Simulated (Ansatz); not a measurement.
## AlAu in Ansatz: the effect of functional

Crystal: AlAu.

```
Au Al
1.0
     3.28717    0.00000    0.00000
     0.00000    3.28717    0.00000
     0.00000    0.00000    3.28717
Au Al
1 1
Cartesian
  1.6436 1.6436 1.6436
  0.0000 0.0000 0.0000
```

The cell comes from a database or a generator and needn't be the stable form of this composition.

The cell isn't the ideal one: volume scaled by 1.06.

Alike in all runs:

* Program: Ansatz 0.2.0
* Task: single point
* Potentials or basis: Ansatz PAW
* k mesh: 8 × 8 × 8
* Occupations: fermi-dirac, width 0.05 eV
* Spin: no spin polarisation

| functional | cutoff | pressure (GPa) |
| --- | --- | --- |
| LDA | 420 eV (not typed: the program's choice for these potentials) | ? |
| PBEsol | 420 eV (not typed: the program's choice for these potentials) | -9.8 |
| r2SCAN | 500 eV (not typed: the program's choice for these potentials) | -9.8 |

Problem. What does the run with functional LDA give?

Solution. Pressure -12.1 GPa.

Caveats: the PAW data sets come from PBE, with cores solved anew for the run's functional, which leaves a small shift of forces and pressure.
